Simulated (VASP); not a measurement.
Wanted: the native input for a VASP 6.6.1 run.

```yaml
Task: single point
Functional: r2SCAN
Potentials_or_basis: VASP PAW PBE potentials, release 64 (Fe)
Cutoff: 520 eV
k_mesh: 8 × 8 × 8
Occupations: gaussian, width 0.1 eV
Spin: collinear spin, typed start
Starting_moments: "[3.07] μB"
Dipole_correction: no
Further_INCAR_settings: ALGO = Normal; EDIFF = 1e-06; NBANDS = 14
```

Crystal: Fe.

```
Fe
1.0
     0.00000    1.99972    2.00098
     1.47624    0.00000    2.00098
     1.47624    1.99972    0.00000
Fe
1
Direct
  0.00000 0.00000 0.00000
```

These files were run (other wordings do the same):

POSCAR

```
Fe
1.0
    0.0000000000      1.9997243454      2.0009848816
    1.4762411101      0.0000000000      2.0009848816
    1.4762411101      1.9997243454      0.0000000000
Fe
1
Direct
    0.0000000000      0.0000000000      0.0000000000
```

INCAR.step1

```
SYSTEM = Fe
PREC     = Accurate       ! precision mode
ENCUT    = 520            ! plane-wave cutoff, eV
ISMEAR   = 0              ! smearing method
SIGMA    = 0.1            ! smearing width, eV
LREAL    = .FALSE.        ! projectors in reciprocal space
LASPH    = .TRUE.         ! aspherical terms in the spheres
NELM     = 150            ! most SCF steps
ISPIN    = 2              ! spin polarisation
MAGMOM   = 3.07           ! initial moments
LMAXMIX  = 4              ! l up to which the mixer works
NBANDS   = 14             ! bands
GGA      = PE             ! functional
ALGO     = Normal         ! electronic algorithm
EDIFF    = 1E-4           ! SCF threshold, eV
LWAVE    = .TRUE.         ! write WAVECAR
LCHARG   = .FALSE.        ! write CHGCAR
```

INCAR.step2

```
SYSTEM = Fe
PREC     = Accurate       ! precision mode
ENCUT    = 520            ! plane-wave cutoff, eV
EDIFF    = 1E-6           ! SCF threshold, eV
ISMEAR   = 0              ! smearing method
SIGMA    = 0.1            ! smearing width, eV
LREAL    = .FALSE.        ! projectors in reciprocal space
LASPH    = .TRUE.         ! aspherical terms in the spheres
NELM     = 150            ! most SCF steps
ALGO     = Normal         ! electronic algorithm
ISIF     = 2              ! what is computed and relaxed
LWAVE    = .FALSE.        ! write WAVECAR
LCHARG   = .TRUE.         ! write CHGCAR
ISPIN    = 2              ! spin polarisation
MAGMOM   = 3.07           ! initial moments
LORBIT   = 11             ! projections on sites
LMAXMIX  = 4              ! l up to which the mixer works
METAGGA  = R2SCAN         ! meta-GGA
LMIXTAU  = .TRUE.       
LELF     = .TRUE.         ! ELF
LVHAR    = .TRUE.       
NBANDS   = 14             ! bands
ISTART   = 1
```

KPOINTS

```
Automatic mesh
0
G
  8 8 8
  0 0 0
```

Potentials or basis: VASP PAW PBE potentials, release 64 (Fe).

Command:

```console
$ cat potpaw_PBE.64/Fe/POTCAR > POTCAR
$ cp INCAR.step1 INCAR
$ mpirun -np 1 vasp_std > vasp.out
$ cp INCAR.step2 INCAR
$ mpirun -np 1 vasp_std > vasp.out
```

It gave:

```
Pressure                                              : -0.4 GPa
Band gap on the k mesh                                : none (metal or under the smearing width)
Net moment                                            : 2.67 μB per cell
Site moments                                          : Fe +2.74 μB
Valence electrons inside the program's atomic spheres : Fe 7.19
```

Caveat: the k mesh is coarse (spacing up to 0.38 Å⁻¹), so the values aren't converged; the PAW data sets were made with another functional, which shifts forces and pressure a little.

Run time: 39 s on 1 thread of Intel(R) Xeon(R) 6975P-C (Granite Rapids), on a shared host, peak memory 0.15 GiB.
